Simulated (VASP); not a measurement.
KI: phonons with LDA

Crystal: KI.

```xyz
2
Lattice="0.0000 3.4135 3.4135 3.4135 0.0000 3.4135 3.4135 3.4135 0.0000" Properties=species:S:1:pos:R:3 pbc="T T T"
K     0.0000    0.0000    0.0000
I     3.4135    3.4135    3.4135
```

```
Program                : VASP 6.6.1
Task                   : phonons
Functional             : LDA
Potentials or basis    : VASP PAW LDA potentials, release 64 (K_sv, I)
Cutoff                 : 600 eV
k mesh                 : 8 × 8 × 8
Occupations            : gaussian, width 0.03 eV
Spin                   : no spin polarisation
By perturbation theory : no
Further INCAR settings : ALGO = Normal; EDIFF = 1e-08; IBRION = 6; POTIM = 0.015; NSW = 1
```

```json
{
  "Highest phonon frequency at Γ, LO-TO splitting left out": "115 cm⁻¹"
}
```

Phonon frequencies in cm⁻¹ (negative: imaginary):
```tsv
q point	frequencies
(0.000, 0.000, 0.000)	0 0 0 115 115 115
```

Run time: 99 s on 1 thread of Intel(R) Xeon(R) 6975P-C (Granite Rapids) (shared host), peak memory 0.27 GiB.

Spin-orbit coupling is left out, which matters for the levels of I.
